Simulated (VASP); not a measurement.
# Be (P6_3/mmc) in VASP: notebook

Runs on Be. Level: LDA. Tasks: single point.

Program: VASP 6.6.1. These are calculated values, not measurements. Logs are shortened: lines on timing, memory, paths and dates and some standing lists are left out, and cuts for length are marked.

## 1. Starting point

Symmetry: P6_3/mmc, No. 194, hexagonal system. The conventional cell has a = 2.285 Å, b = 2.285 Å, c = 3.584 Å, α = 90.00°, β = 90.00°, γ = 120.00°. Be (site symmetry -6m2) is surrounded by 12 Be at 2.23 to 2.29 Å.

## 2. Single point, LDA

Input file INCAR:

```
  ADDGRID = F
  ALGO = Normal
  EDIFF = 1E-4
  ENCUT = 520
  GGA = CA
  ISIF = 2
  ISMEAR = 1
  LASPH = T
  LCHARG = F
  LREAL = F
  LWAVE = F
  NELM = 100
  PREC = Accurate
  SIGMA = 0.2
```

Input file KPOINTS:

```
k-points
0
Gamma
  11 11 7
```

Input file POSCAR:

```
Be
1.0
    2.2853000000      0.0000000000      0.0000000000
   -1.1426500000      1.9791278553      0.0000000000
    0.0000000000      0.0000000000      3.5842000000
Be
2
Direct
    0.6666666667      0.3333333333      0.7500000000
    0.3333333333      0.6666666667      0.2500000000
```

Potentials or basis: VASP PAW LDA potentials, release 64 (Be).

On the command line:

```console
$ cat potpaw_LDA.64/Be/POTCAR > POTCAR
$ mpirun -np 1 vasp_std > vasp.out
```

OUTCAR:

```text
EDIFF = 1E-4
   ENCUT = 520
   GGA = CA
   ISIF = 2
   ISMEAR = 1
   LASPH = T
   LREAL = F
   NELM = 100
   PREC = Accurate

 Found     64 irreducible k-points:

 Following reciprocal coordinates:
            Coordinates               Weight
  0.000000  0.000000  0.000000      1.000000
  0.090909  0.000000  0.000000      6.000000
  0.181818  0.000000  0.000000      6.000000
  0.272727  0.000000  0.000000      6.000000
  0.363636  0.000000  0.000000      6.000000
  0.454545  0.000000  0.000000      6.000000
   k-points           NKPTS =     64   k-points in BZ     NKDIM =     64   number of bands    NBANDS=      6
   number of dos      NEDOS =    301   number of ions     NIONS =      2
   total plane-waves  NPLWV =   9072
   dimension x,y,z NGX =    18 NGY =   18 NGZ =   28
   dimension x,y,z NGXF=    36 NGYF=   36 NGZF=   56
   ions per type =               2
   NGX,Y,Z   is equivalent  to a cutoff of  13.09, 13.09, 12.99 a.u.
   NGXF,Y,Z  is equivalent  to a cutoff of  26.19, 26.19, 25.97 a.u.
 SYSTEM =  unknown system
   PREC   = accura    normal or accurate (medium, high low for compatibility)
   ISTART =      0    job   : 0-new  1-cont  2-samecut
   ICHARG =      2    charge: 1-file 2-atom 10-const
   ISPIN  =      1    spin polarized calculation?
   LNONCOLLINEAR =      F non collinear calculations
   LSORBIT =      F    spin-orbit coupling
   LASPH  =      T    aspherical Exc in radial PAW
   ENCUT  =  520.0 eV  38.22 Ry    6.18 a.u.   4.25  4.25  6.66*2*pi/ulx,y,z
   NELM   =    100;   NELMIN=  2; NELMDL= -5     # of ELM steps
   EDIFF  = 0.1E-03   stopping-criterion for ELM
   LREAL  =      F    real-space projection
   EDIFFG = 0.1E-02   stopping-criterion for IOM
   NSW    =      0    number of steps for IOM
   IBRION =     -1    ionic relax: 0-MD 1-quasi-New 2-CG
[... 26 lines left out ...]
 non-spin polarized calculation
 Methfessel and Paxton  Order N= 1 SIGMA  =   0.20
  energy-cutoff  :      520.00
  volume of cell :       16.21
 maximum number of plane-waves:       451
 NGX is ok and might be reduce to    18
   NGX =  9   NGY =  9   NGZ = 13

 number of electron       4.0000000 magnetization

 Free energy of the ion-electron system (eV)
  ---------------------------------------------------
  ext. energy  EPLUGINS =         0.00000000
  ---------------------------------------------------
  free energy    TOTEN  =        -8.37841237 eV

  energy without entropy =       -8.37712151  energy(sigma->0) =       -8.37798208

 E-fermi :   6.8783     XC(G=0): -10.5395

 val. band max:        6.7875999009   @ k =   0.3636   0.2727   0.2857
 cond. band min:       6.9078300746   @ k =   0.3636   0.2727   0.1429
 fundamental gap:      0.1202301737
 Fermi energy:         6.8783334344

 k-point     1 :       0.0000    0.0000    0.0000
  band No.  band energies     occupation
      1      -4.4946      2.00000
      2       2.2611      2.00000
      3       7.7815     -0.00000
      4      21.9212      0.00000
      5      21.9212      0.00000
      6      24.7241      0.00000

 k-point     2 :       0.0909    0.0000    0.0000
  band No.  band energies     occupation
      1      -4.2635      2.00000
      2       2.5653      2.00000
      3       7.8418     -0.00000
      4      20.2453      0.00000
      5      20.7506      0.00000
      6      24.7131      0.00000

 k-point     3 :       0.1818    0.0000    0.0000
  band No.  band energies     occupation
      1      -3.5695      2.00000
      2       3.4750      2.00000
      3       7.9651     -0.00000
      4      16.8823      0.00000
      5      18.9098      0.00000
      6      24.2187      0.00000

 k-point     4 :       0.2727    0.0000    0.0000
  band No.  band energies     occupation
      1      -2.4132      2.00000
      2       4.9786      2.00000
      3       7.7957     -0.00000
      4      13.8445      0.00000
      5      17.3369      0.00000
      6      21.0949      0.00000

 k-point     5 :       0.3636    0.0000    0.0000
  band No.  band energies     occupation
      1      -0.8118      2.00000
      2       6.4095      2.00451
      3       7.0382      0.02014
      4      12.6484      0.00000
      5      16.2368      0.00000
      6      17.2130      0.00000

 k-point     6 :       0.4545    0.0000    0.0000
  band No.  band energies     occupation
      1       1.0914      2.00000
      2       4.1497      2.00000
      3       9.4255     -0.00000
      4      13.0463      0.00000
      5      13.8078      0.00000
      6      15.6755      0.00000

 [... further k-points ...]
[... 5 lines left out ...]
  --------------------------------------------------------------------------------------
  -------------------------------------------------------------------------------------
  Total       -0.8458274     -0.8458274     -0.7157034      0.0000000      0.0000000      0.0000000
  in kB      -83.5955255    -83.5955255    -70.7350005      0.0000000      0.0000000      0.0000000
  external PRESSURE =     -79.3086838 kB  Pullay stress =       0.0000000 kB

 VOLUME and BASIS-vectors are now :
 -----------------------------------------------------------------------------
  energy-cutoff  :      520.00
  volume of cell :       16.21
      direct lattice vectors                 reciprocal lattice vectors
     2.285300000  0.000000000  0.000000000     0.437579311  0.252636533  0.000000000
    -1.142650000  1.979127855  0.000000000     0.000000000  0.505273066  0.000000000
     0.000000000  0.000000000  3.584200000     0.000000000  0.000000000  0.279002288

 POSITION                                       TOTAL-FORCE (eV/Angst)
 -----------------------------------------------------------------------------------
      1.14265      0.65971      2.68815         0.000000      0.000000      0.000000
     -0.00000      1.31942      0.89605        -0.000000      0.000000      0.000000
 -----------------------------------------------------------------------------------
    total drift:                                0.000000     -0.000000      0.000000

  FREE ENERGIE OF THE ION-ELECTRON SYSTEM (eV)
  ---------------------------------------------------
  free  energy   TOTEN  =        -8.3784123674 eV

  energy  without entropy=       -8.3771215138  energy(sigma->0) =       -8.37798208
```

stdout:

```text
POSCAR found type information on POSCAR Be
 POSCAR found :  1 types and       2 ions
 scaLAPACK will be used
 LDA part: xc-table for (Slater(with rela. corr.)+CA(PZ))
 , standard interpolation
 POSCAR, INCAR and KPOINTS ok, starting setup
 FFT: planning ... GRIDC
 FFT: planning ... GRID_SOFT
 FFT: planning ... GRID
 WAVECAR not read
 entering main loop
```

Wall time 1.8 s (1 thread of AMD EPYC 9R45 (Zen 5), shared host); peak memory 0.08 GiB.

These settings aren't checked as converged: the numbers below hold their error.

Results:

```yaml
Free_energy: -8.3784 eV
Pressure: -7.9 GPa
Band_gap_on_the_k_mesh: none (metal or under the smearing width)
```

## 3. Single point, LDA

INCAR is that of step 2.

KPOINTS is that of step 2.

Input file POSCAR:

```
Be
1.0
    2.2853000000      0.0000000000      0.0000000000
   -1.1426500000      1.9791278553      0.0000000000
    0.0000000000      0.0000000000      3.5842000000
Be
2
Direct
    0.6556040000      0.3139550000      0.7387090000
    0.3030700000      0.6820070000      0.2728280000
```

Potentials or basis: VASP PAW LDA potentials, release 64 (Be).

On the command line:

```console
$ cat potpaw_LDA.64/Be/POTCAR > POTCAR
$ mpirun -np 1 vasp_std > vasp.out
```

It took 10 s on 1 thread of AMD EPYC 9R45 (Zen 5), shared host; peak memory 0.11 GiB.

The run converged, but some of its settings lie outside the range that counts as converged, so its numbers aren't taken as properties of the crystal.

What came out:

- Free energy: -8.3060 eV
- Pressure: -6.5 GPa
- Largest force: 0.957 eV/Å
- Band gap on the k mesh: none (metal or under the smearing width)

## 4. Single point, LDA

Changes to INCAR since step 3:

```diff
@@ -2,4 +2,4 @@
   ALGO = Normal
-  EDIFF = 1E-4
-  ENCUT = 520
+  EDIFF = 1E-6
+  ENCUT = 650
   GGA = CA
```

KPOINTS is that of step 3.

Input file POSCAR:

```
Be
1.0
    2.2853000000      0.0000000000      0.0000000000
   -1.1426500000      1.9791278553      0.0000000000
    0.0000000000      0.0000000000      3.5842000000
Be
2
Direct
    0.6666666667      0.3333333333      0.7500000000
    0.3333333333      0.6666666667      0.2500000000
```

Potentials or basis: VASP PAW LDA potentials, release 64 (Be).

On the command line:

```console
$ cat potpaw_LDA.64/Be/POTCAR > POTCAR
$ mpirun -np 1 vasp_std > vasp.out
```

OUTCAR:

```text
EDIFF = 1E-6
   ENCUT = 650
   GGA = CA
   ISIF = 2
   ISMEAR = 1
   LASPH = T
   LREAL = F
   NELM = 100
   PREC = Accurate

 Found     64 irreducible k-points:

 Following reciprocal coordinates:
            Coordinates               Weight
  0.000000  0.000000  0.000000      1.000000
  0.090909  0.000000  0.000000      6.000000
  0.181818  0.000000  0.000000      6.000000
  0.272727  0.000000  0.000000      6.000000
  0.363636  0.000000  0.000000      6.000000
  0.454545  0.000000  0.000000      6.000000
   k-points           NKPTS =     64   k-points in BZ     NKDIM =     64   number of bands    NBANDS=      6
   number of dos      NEDOS =    301   number of ions     NIONS =      2
   total plane-waves  NPLWV =  12000
   dimension x,y,z NGX =    20 NGY =   20 NGZ =   30
   dimension x,y,z NGXF=    40 NGYF=   40 NGZF=   60
   ions per type =               2
   NGX,Y,Z   is equivalent  to a cutoff of  14.55, 14.55, 13.91 a.u.
   NGXF,Y,Z  is equivalent  to a cutoff of  29.10, 29.10, 27.83 a.u.
 SYSTEM =  unknown system
   PREC   = accura    normal or accurate (medium, high low for compatibility)
   ISTART =      0    job   : 0-new  1-cont  2-samecut
   ICHARG =      2    charge: 1-file 2-atom 10-const
   ISPIN  =      1    spin polarized calculation?
[... 51 lines left out ...]
  free energy    TOTEN  =        -8.37850520 eV

  energy without entropy =       -8.37721459  energy(sigma->0) =       -8.37807500

 E-fermi :   6.8780     XC(G=0): -10.5395

 val. band max:        6.7872287135   @ k =   0.3636   0.2727   0.2857
 cond. band min:       6.9074397448   @ k =   0.3636   0.2727   0.1429
 fundamental gap:      0.1202110313
 Fermi energy:         6.8779582081

 k-point     1 :       0.0000    0.0000    0.0000
  band No.  band energies     occupation
      1      -4.4949      2.00000
      2       2.2608      2.00000
      3       7.7813     -0.00000
      4      21.9198      0.00000
      5      21.9198      0.00000
      6      24.7226      0.00000
[... 37 lines left out ...]
 k-point     6 :       0.4545    0.0000    0.0000
  band No.  band energies     occupation
      1       1.0911      2.00000
      2       4.1493      2.00000
      3       9.4250     -0.00000
      4      13.0459      0.00000
      5      13.8073      0.00000
      6      15.6747      0.00000

 [... further k-points ...]
[... 5 lines left out ...]
  --------------------------------------------------------------------------------------
  -------------------------------------------------------------------------------------
  Total       -0.8451111     -0.8451111     -0.7153503      0.0000000     -0.0000000      0.0000000
  in kB      -83.5247339    -83.5247339    -70.7000982      0.0000000     -0.0000000      0.0000000
  external PRESSURE =     -79.2498553 kB  Pullay stress =       0.0000000 kB

 VOLUME and BASIS-vectors are now :
 -----------------------------------------------------------------------------
  energy-cutoff  :      650.00
  volume of cell :       16.21
      direct lattice vectors                 reciprocal lattice vectors
     2.285300000  0.000000000  0.000000000     0.437579311  0.252636533  0.000000000
    -1.142650000  1.979127855  0.000000000     0.000000000  0.505273066  0.000000000
     0.000000000  0.000000000  3.584200000     0.000000000  0.000000000  0.279002288

 POSITION                                       TOTAL-FORCE (eV/Angst)
 -----------------------------------------------------------------------------------
      1.14265      0.65971      2.68815         0.000000     -0.000000      0.000000
     -0.00000      1.31942      0.89605        -0.000000      0.000000      0.000000
 -----------------------------------------------------------------------------------
    total drift:                                0.000000     -0.000000      0.000000

  FREE ENERGIE OF THE ION-ELECTRON SYSTEM (eV)
  ---------------------------------------------------
  free  energy   TOTEN  =        -8.3785052017 eV

  energy  without entropy=       -8.3772145912  energy(sigma->0) =       -8.37807500
```

OSZICAR:

```text
N       E                     dE             d eps       ncg     rms          rms(c)
DAV:   1    -0.334755194194E+01   -0.33476E+01   -0.19488E+03   774   0.638E+02
DAV:   2    -0.839499484306E+01   -0.50474E+01   -0.47655E+01  1152   0.599E+01
DAV:   3    -0.842375993905E+01   -0.28765E-01   -0.28804E-01   984   0.498E+00
DAV:   4    -0.842377308901E+01   -0.13150E-04   -0.13209E-04  1158   0.127E-01
DAV:   5    -0.842377308379E+01    0.52221E-08    0.45485E-08   996   0.111E-03    0.120E+00
DAV:   6    -0.839300309066E+01    0.30770E-01   -0.22155E-03   894   0.421E-01    0.723E-01
DAV:   7    -0.837851243655E+01    0.14491E-01   -0.38434E-03   924   0.539E-01    0.173E-02
DAV:   8    -0.837850599743E+01    0.64391E-05   -0.10273E-05  1170   0.373E-02    0.479E-03
DAV:   9    -0.837850520167E+01    0.79576E-06   -0.42990E-07   804   0.784E-03
   1 F= -.83785052E+01 E0= -.83780750E+01  d E =-.129061E-02
```

stdout:

```text
POSCAR found type information on POSCAR Be
 POSCAR found :  1 types and       2 ions
 scaLAPACK will be used
 LDA part: xc-table for (Slater(with rela. corr.)+CA(PZ))
 , standard interpolation
 POSCAR, INCAR and KPOINTS ok, starting setup
 FFT: planning ... GRIDC
 FFT: planning ... GRID_SOFT
 FFT: planning ... GRID
 WAVECAR not read
 entering main loop
```

It took 2.7 s on 1 thread of AMD EPYC 9R45 (Zen 5), shared host; peak memory 0.09 GiB.

These settings aren't checked as converged: the numbers below hold their error.

What came out:

```yaml
Free_energy: -8.3785 eV
Pressure: -7.9 GPa
Band_gap_on_the_k_mesh: none (metal or under the smearing width)
```
